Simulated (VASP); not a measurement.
# InSe (Pm-3m) in VASP: band structure with PBE

Aim: the band structure of InSe with PBE.

Program: VASP 6.6.1. These are calculated values, not measurements. Logs are shortened: lines on timing, memory, paths and dates and some standing lists are left out, and cuts for length are marked.

### 1 The structure

The structure is cubic, space group Pm-3m (No. 221). The conventional cell has a = 3.632 Å, b = 3.632 Å, c = 3.632 Å, α = 90.00°, β = 90.00°, γ = 90.00°. In (site symmetry m-3m) is surrounded by 8 Se at 3.15 Å. Se (site symmetry m-3m) has 8 In at 3.15 Å as nearest neighbours.

The cell was built by a generator and needn't be a form met in nature.

### 2 Band structure, PBE

File POSCAR:

```
InSe
1.0
    3.6320400000      0.0000000000      0.0000000000
    0.0000000000      3.6320400000      0.0000000000
    0.0000000000      0.0000000000      3.6320400000
In Se
1 1
Cartesian
    1.8160200000      1.8160200000      1.8160200000
    0.0000000000      0.0000000000      0.0000000000
```

File INCAR.step1:

```
SYSTEM = InSe
  ALGO = Normal
  EDIFF = 1E-6
  ENCUT = 520
  GGA = PE
  ISIF = 2
  ISMEAR = 0
  LASPH = .TRUE.
  LCHARG = .TRUE.
  LREAL = .FALSE.
  LWAVE = .FALSE.
  NBANDS = 16
  NELM = 60
  PREC = Accurate
  SIGMA = 0.05
```

File KPOINTS.step1:

```
k-points
0
G
  7 7 7
  0 0 0
```

File INCAR.step2:

```
SYSTEM = InSe
  ALGO = Normal
  EDIFF = 1E-6
  ENCUT = 520
  GGA = PE
  ICHARG = 11
  ISIF = 2
  ISMEAR = 0
  LASPH = .TRUE.
  LCHARG = .FALSE.
  LREAL = .FALSE.
  LWAVE = .FALSE.
  NBANDS = 16
  NELM = 60
  PREC = Accurate
  SIGMA = 0.05
```

File KPOINTS.step2:

```
path GXMGRX,MR
10
line-mode
reciprocal
 0.0000000000  0.0000000000  0.0000000000  G
 0.0000000000  0.5000000000  0.0000000000  X

 0.0000000000  0.5000000000  0.0000000000  X
 0.5000000000  0.5000000000  0.0000000000  M

 0.5000000000  0.5000000000  0.0000000000  M
 0.0000000000  0.0000000000  0.0000000000  G

 0.0000000000  0.0000000000  0.0000000000  G
 0.5000000000  0.5000000000  0.5000000000  R

 0.5000000000  0.5000000000  0.5000000000  R
 0.0000000000  0.5000000000  0.0000000000  X

 0.5000000000  0.5000000000  0.0000000000  M
 0.5000000000  0.5000000000  0.5000000000  R
```

Potentials or basis: VASP PAW PBE potentials, release 64 (In_d, Se).

On the command line:

```
> cat potpaw_PBE.64/In_d/POTCAR potpaw_PBE.64/Se/POTCAR > POTCAR
> cp INCAR.step1 INCAR
> cp KPOINTS.step1 KPOINTS
> mpirun -np 1 vasp_std > vasp.out
> cp INCAR.step2 INCAR
> cp KPOINTS.step2 KPOINTS
> mpirun -np 1 vasp_std > vasp.out
```

OUTCAR:

```text
SYSTEM = InSe
   EDIFF = 1E-6
   ENCUT = 520
   GGA = PE
   ICHARG = 11
   ISIF = 2
   ISMEAR = 0
   LASPH = .TRUE.
   LREAL = .FALSE.
   NELM = 60
   PREC = Accurate

 ion  position               nearest neighbor table
   1  0.500  0.500  0.500-   2 3.15   2 3.15   2 3.15   2 3.15   2 3.15   2 3.15   2 3.15   2 3.15

   2  0.000  0.000  0.000-   1 3.15   1 3.15   1 3.15   1 3.15   1 3.15   1 3.15   1 3.15   1 3.15

  LATTYP: Found a simple cubic cell.
 ALAT       =     3.6320400000

  Lattice vectors:

 A1 = (   3.6320400000,   0.0000000000,   0.0000000000)
 A2 = (   0.0000000000,   3.6320400000,   0.0000000000)
 A3 = (   0.0000000000,   0.0000000000,   3.6320400000)

Analysis of symmetry for initial positions (statically):
=====================================================================
 Subroutine PRICEL returns:
 Original cell was already a primitive cell.

 Routine SETGRP: Setting up the symmetry group for a
 simple cubic supercell.

 Subroutine GETGRP returns: Found 48 space group operations
 (whereof 48 operations were pure point group operations)
 out of a pool of 48 trial point group operations.

The static configuration has the point symmetry O_h .

Analysis of symmetry for dynamics (positions and initial velocities):
=====================================================================
 Subroutine PRICEL returns:
 Original cell was already a primitive cell.

 Routine SETGRP: Setting up the symmetry group for a
 simple cubic supercell.

 Subroutine GETGRP returns: Found 48 space group operations
 (whereof 48 operations were pure point group operations)
 out of a pool of 48 trial point group operations.

The dynamic configuration has the point symmetry O_h .

 Subroutine INISYM returns: Found 48 space group operations
 (whereof 48 operations are pure point group operations),
 and found     1 'primitive' translations

----------------------------------------------------------------------------------------

                                     Primitive cell

  volume of cell :      47.9128

  direct lattice vectors                    reciprocal lattice vectors
     3.632040000  0.000000000  0.000000000     0.275327364  0.000000000  0.000000000
     0.000000000  3.632040000  0.000000000     0.000000000  0.275327364  0.000000000
     0.000000000  0.000000000  3.632040000     0.000000000  0.000000000  0.275327364

  length of vectors
     3.632040000  3.632040000  3.632040000     0.275327364  0.275327364  0.275327364

  position of ions in fractional coordinates (direct lattice)
     0.500000000  0.500000000  0.500000000
     0.000000000  0.000000000  0.000000000

  ion indices of the primitive-cell ions
   primitive index   ion index
                 1           1
                 2           2

----------------------------------------------------------------------------------------

 KPOINTS: path GXMGRX,MR

Interpolating k-points between supplied coordinates.

 Line segments in fractional coordinates (reciprocal lattice):
    0.000000  0.000000  0.000000  ...  0.000000  0.500000  0.000000
    0.000000  0.500000  0.000000  ...  0.500000  0.500000  0.000000
    0.500000  0.500000  0.000000  ...  0.000000  0.000000  0.000000
    0.000000  0.000000  0.000000  ...  0.500000  0.500000  0.500000
    0.500000  0.500000  0.500000  ...  0.000000  0.500000  0.000000
    0.500000  0.500000  0.000000  ...  0.500000  0.500000  0.500000

 Generated    10 points on each line segment, for a total of     60 k-points:

 Following reciprocal coordinates:
            Coordinates               Weight
  0.000000  0.000000  0.000000      0.016667
  0.000000  0.055556  0.000000      0.016667
  0.000000  0.111111  0.000000      0.016667
  0.000000  0.166667  0.000000      0.016667
  0.000000  0.222222  0.000000      0.016667
  0.000000  0.277778  0.000000      0.016667
[... 16 lines left out ...]
  0.388889  0.388889  0.000000      0.016667
  0.333333  0.333333  0.000000      0.016667
 [... further k-points ...]
   k-points           NKPTS =     60   k-points in BZ     NKDIM =     60   number of bands    NBANDS=     16
   number of dos      NEDOS =    301   number of ions     NIONS =      2
   total plane-waves  NPLWV =  21952
   dimension x,y,z NGX =    28 NGY =   28 NGZ =   28
   dimension x,y,z NGXF=    56 NGYF=   56 NGZF=   56
   ions per type =               1   1
   NGX,Y,Z   is equivalent  to a cutoff of  12.82, 12.82, 12.82 a.u.
   NGXF,Y,Z  is equivalent  to a cutoff of  25.63, 25.63, 25.63 a.u.
 SYSTEM =  InSe
   PREC   = accura    normal or accurate (medium, high low for compatibility)
   ISTART =      0    job   : 0-new  1-cont  2-samecut
   ICHARG =     11    charge: 1-file 2-atom 10-const
   ISPIN  =      1    spin polarized calculation?
   LNONCOLLINEAR =      F non collinear calculations
   LSORBIT =      F    spin-orbit coupling
   LASPH  =      T    aspherical Exc in radial PAW
   ENCUT  =  520.0 eV  38.22 Ry    6.18 a.u.   6.75  6.75  6.75*2*pi/ulx,y,z
   NELM   =     60;   NELMIN=  2; NELMDL=  0     # of ELM steps
   EDIFF  = 0.1E-05   stopping-criterion for ELM
   LREAL  =      F    real-space projection
   EDIFFG = 0.1E-04   stopping-criterion for IOM
   NSW    =      0    number of steps for IOM
   IBRION =     -1    ionic relax: 0-MD 1-quasi-New 2-CG
   NFREE  =      0    steps in history (QN), initial steepest desc. (CG)
   ISIF   =      2    stress and relaxation
   ISYM   =      2    0-nonsym 1-usesym 2-fastsym
   POTIM  = 0.5000    time-step for ionic-motion
   TEBEG  =    0.0;   TEEND  =   0.0 temperature during run
   PSTRESS=    0.0 pullay stress
   NELECT =      19.0000    total number of electrons
   NUPDOWN=      -1.0000    fix difference up-down
   EMIN   =  10.00;   EMAX   =-10.00  energy-range for DOS
   EFERMI =   0.00;   METHOD = LEGACY
   ISMEAR =     0;   SIGMA  =   0.05  broadening in eV -4-tet -1-fermi 0-gaus
   EFERMI_NEDOS =   21; number of points for ismear=-14 and -15
   IALGO  =     38    algorithm
   IMIX   =      4    mixing-type and parameters
     AMIX     =   0.40;   BMIX     =  1.00
     AMIX_MAG =   1.60;   BMIX_MAG =  1.00
  volume/ion in A,a.u.               =      23.96       161.67
  Fermi-wavevector in a.u.,A,eV,Ry     =   1.202750  2.272868 19.682295  1.446608
  Thomas-Fermi vector in A             =   2.338523
   LORBIT       =      0    0 simple, 1 ext, 2 COOP (PROOUT), +10 PAW based schemes
   GGA     = PE    functional components
   LHFCALC =     F    Hartree Fock is set to
   AEXX    =    0.0000 exact exchange contribution
   IVDW    =     0    specifies the selected vdW correction
   LEPSILON=     F    determine dielectric tensor
   LRPA    =     F    only Hartree local field effects (RPA)
 non-spin polarized calculation
 Gauss-broadening in eV      SIGMA  =   0.05
  energy-cutoff  :      520.00
  volume of cell :       47.91
 maximum number of plane-waves:      1328
 NGX is ok and might be reduce to    28

 number of electron      18.9999994 magnetization

 Free energy of the ion-electron system (eV)
  ---------------------------------------------------
  ext. energy  EPLUGINS =         0.00000000
  ---------------------------------------------------
  free energy    TOTEN  =        -5.67012958 eV

  energy without entropy =       -5.66828280  energy(sigma->0) =       -5.66920619

 E-fermi :   5.6984     XC(G=0): -10.1989

 val. band max:        5.6911747057   @ k =   0.2222   0.5000   0.0000
 cond. band min:       5.7457365022   @ k =   0.2778   0.5000   0.0000
 fundamental gap:      0.0545617965
 Fermi energy:         5.6984454806

 k-point     1 :       0.0000    0.0000    0.0000
  band No.  band energies     occupation
      1      -8.5002      2.00000
      2      -8.5002      2.00000
      3      -8.3282      2.00000
      4      -8.3282      2.00000
      5      -8.3282      2.00000
      6      -7.6241      2.00000
[... 8 lines left out ...]
     15      14.1780      0.00000
     16      19.3901      0.00000

 k-point     2 :       0.0000    0.0556    0.0000
  band No.  band energies     occupation
      1      -8.4999      2.00000
      2      -8.4961      2.00000
      3      -8.3301      2.00000
      4      -8.3301      2.00000
      5      -8.3280      2.00000
      6      -7.6033      2.00000
[... 8 lines left out ...]
     15      14.0625      0.00000
     16      19.2778      0.00000

 k-point     3 :       0.0000    0.1111    0.0000
  band No.  band energies     occupation
      1      -8.4989      2.00000
      2      -8.4842      2.00000
      3      -8.3354      2.00000
      4      -8.3354      2.00000
      5      -8.3276      2.00000
      6      -7.5421      2.00000
[... 8 lines left out ...]
     15      13.8241      0.00000
     16      19.1234      0.00000

 k-point     4 :       0.0000    0.1667    0.0000
  band No.  band energies     occupation
      1      -8.4974      2.00000
      2      -8.4659      2.00000
      3      -8.3436      2.00000
      4      -8.3436      2.00000
      5      -8.3268      2.00000
      6      -7.4442      2.00000
[... 8 lines left out ...]
     15      13.9075      0.00000
     16      18.3913      0.00000
[... 324 lines left out ...]
 k-point    22 :       0.4444    0.4444    0.0000
  band No.  band energies     occupation
      1      -8.6222      2.00000
      2      -8.4243      2.00000
      3      -8.3731      2.00000
      4      -8.3725      2.00000
      5      -8.2724      2.00000
      6      -5.9053      2.00000
[... 8 lines left out ...]
     15      15.5336      0.00000
     16      16.0023      0.00000

 k-point    23 :       0.3889    0.3889    0.0000
  band No.  band energies     occupation
      1      -8.5897      2.00000
      2      -8.4306      2.00000
      3      -8.3707      2.00000
      4      -8.3685      2.00000
      5      -8.2947      2.00000
      6      -6.0812      2.00000
[... 8 lines left out ...]
     15      15.6976      0.00000
     16      17.1265      0.00000

 k-point    24 :       0.3333    0.3333    0.0000
  band No.  band energies     occupation
      1      -8.5413      2.00000
      2      -8.4404      2.00000
      3      -8.3663      2.00000
      4      -8.3624      2.00000
      5      -8.3282      2.00000
      6      -6.3453      2.00000
[... 8 lines left out ...]
     15      15.9721      0.00000
     16      17.0602      0.00000

 [... further k-points ...]

------------------------ aborting loop because EDIFF is reached ----------------------------------------

  FORCE on cell =-STRESS in cart. coord.  units (eV):
  Direction    XX          YY          ZZ          XY          YZ          ZX
  --------------------------------------------------------------------------------------
  -------------------------------------------------------------------------------------
  Total        4.4986047      4.4986047      4.4986047     -0.0000000      0.0000000     -0.0000000
  in kB      150.4307247    150.4307247    150.4307247     -0.0000000      0.0000000     -0.0000000
  external PRESSURE =     150.4307247 kB  Pullay stress =       0.0000000 kB

 VOLUME and BASIS-vectors are now :
 -----------------------------------------------------------------------------
  energy-cutoff  :      520.00
  volume of cell :       47.91
      direct lattice vectors                 reciprocal lattice vectors
     3.632040000  0.000000000  0.000000000     0.275327364  0.000000000  0.000000000
     0.000000000  3.632040000  0.000000000     0.000000000  0.275327364  0.000000000
     0.000000000  0.000000000  3.632040000     0.000000000  0.000000000  0.275327364

 POSITION                                       TOTAL-FORCE (eV/Angst)
 -----------------------------------------------------------------------------------
      1.81602      1.81602      1.81602         0.000000      0.000000      0.000000
      0.00000      0.00000      0.00000         0.000000      0.000000      0.000000
 -----------------------------------------------------------------------------------
    total drift:                                0.000000      0.000000      0.000000

  FREE ENERGIE OF THE ION-ELECTRON SYSTEM (eV)
  ---------------------------------------------------
  free  energy   TOTEN  =        -5.6701295829 eV

  energy  without entropy=       -5.6682828045  energy(sigma->0) =       -5.66920619
```

Wall time 21 s (1 thread of AMD EPYC 9R45 (Zen 5), shared host); peak memory 0.15 GiB.

Results:

* Band gap along the path: none (metal or under the smearing width)

Levels at the corners of the path, in eV from the Fermi level:
```
point  band 6  band 7  band 8  band 9  band 10  band 11  band 12  band 13  band 14  band 15
    Γ  -13.47   -3.50   -1.40   -1.40    -1.40     5.28     5.28     8.33     8.33     8.33
    X  -12.61   -6.87   -0.28   -0.28     1.42     2.11     5.04     5.04     6.76     9.02
    X  -12.61   -6.87   -0.28   -0.28     1.42     2.11     5.04     5.04     6.76     9.02
    M  -11.69   -4.49   -4.49   -3.50     0.03     5.63     5.63     7.28     7.44     9.63
    M  -11.69   -4.49   -4.49   -3.50     0.03     5.63     5.63     7.28     7.44     9.63
    Γ  -13.47   -3.50   -1.40   -1.40    -1.40     5.28     5.28     8.33     8.33     8.33
    Γ  -13.47   -3.50   -1.40   -1.40    -1.40     5.28     5.28     8.33     8.33     8.33
    R  -11.52   -2.65   -2.65   -2.65    -1.25     0.38     0.38     0.38    15.26    15.26
    R  -11.52   -2.65   -2.65   -2.65    -1.25     0.38     0.38     0.38    15.26    15.26
    X  -12.61   -6.87   -0.28   -0.28     1.42     2.11     5.04     5.04     6.76     9.02
    M  -11.69   -4.49   -4.49   -3.50     0.03     5.63     5.63     7.28     7.44     9.63
    R  -11.52   -2.65   -2.65   -2.65    -1.25     0.38     0.38     0.38    15.26    15.26
```

Caveat: the log is that of the step along the path at fixed density, whose energy, stress, charges and moments have no meaning; spin-orbit coupling is left out, which moves the levels of the heavy elements.

### 3 For comparison

An earlier run on the cell as given: functional PBE; potentials or basis VASP PAW PBE potentials, release 64 (In_d, Se); cutoff 520 eV; k mesh 7 × 7 × 7; occupations fermi-dirac, width 0.05 eV; no spin polarisation.

- Pressure: 0.0 GPa
- Band gap on the k mesh: none (metal or under the smearing width)
